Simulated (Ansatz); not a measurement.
**GaN: zone-centre modes under pressure**

GaN, F-43m, a = 4.548 Å. This isn't the usual stable structure of the compound. Ansatz: PBE, PAW, 420 eV, Γ-centred 10×10×10 mesh on 2 atoms, fixed occupations; no spin polarisation. Cell and atoms are relaxed at each pressure with the symmetry kept; optical modes at Γ by linear response, in cm⁻¹, the highest, without the LO field.

```
P (GPa) V (Å³/atom)     ω1
      0       11.763  516.5
      3       11.567      ?
      8       11.275  550.2
     15       10.924  576.5
```

Task: Get the mode's Grüneisen parameter γ = −d ln ω/d ln V from the other rows and predict the missing frequency.

Result: ln(V/V0) = 0.0000, -0.0168, -0.0424, -0.0740; a line through ln(ω/ω0) of the 3 known rows gives ω1: γ = 1.485, predicted 529.6, computed 529.6. The miss is 0.0 %, or 0 % of the shift under pressure, so a constant γ serves at that level.

Cost: 4 runs of about 3.6 core-minutes in all, on Arm Neoverse V1 (shared hosts).